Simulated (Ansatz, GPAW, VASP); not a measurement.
# GaSb: 3 runs at one level of theory

```
Sb Ga
1.0
     0.00000    3.05900    3.05900
     3.05900    0.00000    3.05900
     3.05900    3.05900    0.00000
Sb Ga
1 1
Direct
  0.75000 0.75000 0.75000
  0.00000 0.00000 0.00000
```

Alike in all runs: task single point; functional PBE; k mesh 8 × 8 × 8; occupations gaussian, width 0.013 eV; no spin polarisation; no spin-orbit coupling. Pressure is positive in compression and, in plane waves, holds the error of the finite cutoff.

| program and potentials | plane-wave cutoff (eV) | notes | band gap (eV) | pressure (GPa) |
| --- | --- | --- | --- | --- |
| Ansatz, all-electron LAPW, scalar-relativistic | - | - | 0.04 | 2.29 |
| VASP, PBE PAW files Ga_d, Sb, 520 eV | 520 | - | 0.04 | 2.38 |
| GPAW, GPAW PAW data sets (gpaw-data 1.2.1) | 600 | - | 0.09 | 2.31 |

The band gap spans 0.04 (VASP, PBE PAW files Ga_d, Sb, 520 eV) to 0.09 eV (GPAW, GPAW PAW data sets (gpaw-data 1.2.1)), with all-electron results at 0.04. The pressure spans 2.29 (Ansatz, all-electron LAPW, scalar-relativistic) to 2.38 GPa (VASP, PBE PAW files Ga_d, Sb, 520 eV), with all-electron results at 2.29. Spin-orbit coupling, left out here, moves the band edges of heavy atoms.

Differences between rows come from potentials, basis sets and numerical settings, since the functional is the same but for its coding. Runs on potential files found faulty are left out.

All three runs place GaSb at the verge of gap closure, whereas the real crystal is a semiconductor with a clear direct gap. Because the all-electron result is just as small, the discrepancy lies mainly with PBE, whose Kohn-Sham gap lacks the derivative discontinuity, and not with the potentials. The conduction edge at the zone centre is an antibonding s-like state, while the valence top is mostly Sb p. Spin-orbit splitting would raise that valence top and narrow the gap further, so its omission can't account for the underestimate.

The positive pressures, 2.29 to 2.38 GPa, show that PBE favours a larger cell, in line with its usual underbinding of such semiconductors. Since expansion lowers the s-like conduction edge relative to the valence top, relaxation within PBE would probably shrink or close the gap. GPAW gives the widest gap yet nearly the all-electron pressure, so agreement in one quantity doesn't guarantee agreement in the other. The calculations support consistency between the codes, but not a semimetallic ground state for GaSb.
